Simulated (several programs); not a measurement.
**Many methods on one cell: AlN (NiAs type)**

AlN built on the NiAs prototype, relaxed with r2SCAN in Ansatz, was computed with several methods. It is hexagonal, P6_3/mmc (No. 194); conventional cell a = 2.833 Å, c = 4.841 Å, 8.41 Å³ an atom. Al has 6 N at 2.03 Å; N has 6 Al at 2.03 Å. The cell comes from a prototype generator: it can be a known phase or a hypothetical one. Spin polarisation is off.

```cif
data_structure
_symmetry_space_group_name_H-M 'P 1'
_symmetry_Int_Tables_number 1
_cell_length_a 2.8329
_cell_length_b 2.8329
_cell_length_c 4.8410
_cell_angle_alpha 90.000
_cell_angle_beta 90.000
_cell_angle_gamma 120.000
_cell_volume 33.64
loop_
_atom_site_label
_atom_site_type_symbol
_atom_site_fract_x
_atom_site_fract_y
_atom_site_fract_z
_atom_site_occupancy
Al1 Al 0.00000 0.00000 0.00000 1
Al2 Al 0.00000 0.00000 0.50000 1
N1 N 0.33333 0.66667 0.25000 1
N2 N 0.66667 0.33333 0.75000 1
```

Gaps and times are for a single point on this cell; volume and bulk modulus come from each method's own relaxation or energy curve at fixed shape, which is too stiff where a cell has free coordinates or axes. Times are rough, from shared hosts (Arm Neoverse V1; Arm Neoverse V2; Intel Xeon Platinum 8375C CPU @ 2.90GHz), and each method has its own mesh and cell size. A dagger marks a closed or tiny gap in a crystal that DFT finds insulating: a failure of the method or a wrong SCF state. A double dagger marks a value from a curve with shape and coordinates held. A star marks a curve whose lowest point is an end point. PM6 (MOPAC), PM7 (MOPAC), GFN1-xTB (tblite), GFN2-xTB (tblite) treat a cluster of cells at its zone centre, which samples few k points: where these miss a band edge, the gap comes out too large for that reason alone. Gaps from k meshes are read at a limited set of points (mesh, symmetry points, PBE's band edges), so each method's own least gap may be somewhat smaller. xTB and the PM methods were fitted mostly to molecules, and can miss a solid's gap by electronvolts. Minimal bases can be far off for gaps. Times of the plane-wave ladder aren't listed, since it ran on unlike processors and cards. GLLB-SC's gap includes the derivative discontinuity. G0W0 is at finite bands, cutoff and mesh. d marks a direct gap, i an indirect one (no mark: not told apart), a dash a value that wasn't computed or didn't pass its checks.

```json
{"method": "PBEsol", "kind": "semilocal", "gap (eV)": "–", "own volume (Å³/atom)": "8.46", "bulk modulus (GPa)": "–", "atoms computed": "4", "processor time": "–"}
{"method": "light PBE (260 eV and a coarse mesh)", "kind": "light plane-wave", "gap (eV)": "4.90 i", "own volume (Å³/atom)": "–", "bulk modulus (GPa)": "–", "atoms computed": "4", "processor time": "0.74 s"}
{"method": "LDA", "kind": "semilocal", "gap (eV)": "4.82 i", "own volume (Å³/atom)": "8.24", "bulk modulus (GPa)": "–", "atoms computed": "4", "processor time": "–"}
{"method": "PBE", "kind": "semilocal", "gap (eV)": "4.92 i", "own volume (Å³/atom)": "8.62", "bulk modulus (GPa)": "241‡", "atoms computed": "4", "processor time": "–"}
{"method": "r2SCAN", "kind": "semilocal", "gap (eV)": "5.69 i", "own volume (Å³/atom)": "8.41", "bulk modulus (GPa)": "265‡", "atoms computed": "4", "processor time": "–"}
{"method": "GLLB-SC (GPAW)", "kind": "model potential", "gap (eV)": "6.99", "own volume (Å³/atom)": "–", "bulk modulus (GPa)": "–", "atoms computed": "4", "processor time": "14 s"}
{"method": "PBE/SZV (CP2K)", "kind": "small basis", "gap (eV)": "4.70 i", "own volume (Å³/atom)": "9.37*‡", "bulk modulus (GPa)": "193*‡", "atoms computed": "4", "processor time": "16 s"}
{"method": "GFN1-xTB (tblite)", "kind": "tight binding", "gap (eV)": "0.02†", "own volume (Å³/atom)": "–", "bulk modulus (GPa)": "–", "atoms computed": "cluster", "processor time": "20 s"}
{"method": "GFN2-xTB (tblite)", "kind": "tight binding", "gap (eV)": "2.52", "own volume (Å³/atom)": "9.00‡", "bulk modulus (GPa)": "227‡", "atoms computed": "cluster", "processor time": "23 s"}
{"method": "PM7 (MOPAC)", "kind": "semi-empirical", "gap (eV)": "7.46", "own volume (Å³/atom)": "–", "bulk modulus (GPa)": "–", "atoms computed": "cluster", "processor time": "28 s"}
{"method": "PM6 (MOPAC)", "kind": "semi-empirical", "gap (eV)": "12.83", "own volume (Å³/atom)": "–", "bulk modulus (GPa)": "–", "atoms computed": "cluster", "processor time": "29 s"}
{"method": "PBE/single zeta (GPAW)", "kind": "small basis", "gap (eV)": "4.42 i", "own volume (Å³/atom)": "–", "bulk modulus (GPa)": "–", "atoms computed": "4", "processor time": "31 s"}
{"method": "LC-ωPBE", "kind": "hybrid", "gap (eV)": "11.97 i", "own volume (Å³/atom)": "–", "bulk modulus (GPa)": "–", "atoms computed": "4", "processor time": "–"}
{"method": "PBE/DZVP (CP2K)", "kind": "small basis", "gap (eV)": "4.92 i", "own volume (Å³/atom)": "8.60‡", "bulk modulus (GPa)": "236‡", "atoms computed": "4", "processor time": "48 s"}
{"method": "G0W0@LDA (140 eV screening cutoff)", "kind": "many-body", "gap (eV)": "6.45", "own volume (Å³/atom)": "–", "bulk modulus (GPa)": "–", "atoms computed": "4", "processor time": "–"}
{"method": "G0W0@r2SCAN (140 eV screening cutoff)", "kind": "many-body", "gap (eV)": "6.75", "own volume (Å³/atom)": "–", "bulk modulus (GPa)": "–", "atoms computed": "4", "processor time": "–"}
{"method": "HSE06", "kind": "hybrid", "gap (eV)": "6.30 i", "own volume (Å³/atom)": "8.36", "bulk modulus (GPa)": "–", "atoms computed": "4", "processor time": "–"}
{"method": "PBE0", "kind": "hybrid", "gap (eV)": "7.04 i", "own volume (Å³/atom)": "–", "bulk modulus (GPa)": "–", "atoms computed": "4", "processor time": "–"}
{"method": "DDH-PBE0", "kind": "hybrid", "gap (eV)": "6.53 i", "own volume (Å³/atom)": "–", "bulk modulus (GPa)": "–", "atoms computed": "4", "processor time": "–"}
{"method": "Hartree-Fock", "kind": "exact exchange", "gap (eV)": "14.23 i", "own volume (Å³/atom)": "–", "bulk modulus (GPa)": "–", "atoms computed": "4", "processor time": "–"}
{"method": "G0W0@HSE06 (140 eV screening cutoff)", "kind": "many-body", "gap (eV)": "7.01", "own volume (Å³/atom)": "–", "bulk modulus (GPa)": "–", "atoms computed": "4", "processor time": "–"}
{"method": "G0W0@PBE (220 eV screening cutoff)", "kind": "many-body", "gap (eV)": "6.56", "own volume (Å³/atom)": "–", "bulk modulus (GPa)": "–", "atoms computed": "4", "processor time": "–"}
```

Against HSE06 (6.30 eV) and with closed or daggered gaps left aside, the nearest gap at the points sampled is that of G0W0@LDA (140 eV screening cutoff) (+0.15 eV) and the farthest that of Hartree-Fock (+7.93 eV). HSE06 is only a yardstick of convenience: for gaps this wide it usually falls short of measured ones, so a larger value can be the better one.

Volumes against r2SCAN's: PBEsol +0.5 %, LDA -2.1 %, PBE +2.5 %, HSE06 -0.6 %.
